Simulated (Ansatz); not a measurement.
Pb under changes of volume

One of the cells (40.672 Å³/atom); the others are scaled copies at fixed shape and fractional positions:

```
CELL_PARAMETERS angstrom
0.00000 3.43900 3.43900
3.43900 0.00000 3.43900
3.43900 3.43900 0.00000
ATOMIC_POSITIONS crystal
Pb 0.25000 0.25000 0.25000
Pb 0.00000 0.00000 0.00000
```

This isn't the form of Pb at room conditions, which is fcc.

| Quantity | Value |
| --- | --- |
| Program | Ansatz 0.2.0 |
| Functional | PBE |
| Potentials or basis | Ansatz PAW |
| Cutoff | 420 eV (not typed: the program's choice for these potentials) |
| k mesh | 7 × 7 × 7 |
| Occupations | fermi-dirac, width 0.05 eV |
| Spin | no spin polarisation |

| volume (Å³/atom) | energy over the lowest point (meV/atom) | pressure (GPa) |
| --- | --- | --- |
| 38.232 | 76.69 | 5.0 |
| 39.045 | ? | ? |
| 39.859 | 35.61 | 3.2 |
| 40.672 | 21.51 | 2.4 |
| 41.486 | 11.12 | 1.7 |
| 42.299 | 4.06 | 1.1 |
| 43.112 | 0.00 | 0.5 |

Task: What does the run at 39.045 Å³/atom give?

Result: Energy over the lowest point 53.84 meV/atom; pressure 4.0 GPa.

Worked out: A Birch-Murnaghan fit of order 3 (a polynomial in V^(-2/3)) to the other rows has its minimum at 43.96 Å³/atom, just outside them, with B0 = V·E''(V) = 26 GPa and B' = 4.7. It gives 53.86 meV/atom at 39.045 Å³/atom, against the run's 53.84, and -dE/dV = 4.0 GPa, against 4.0.

Energies are extrapolated to zero smearing.
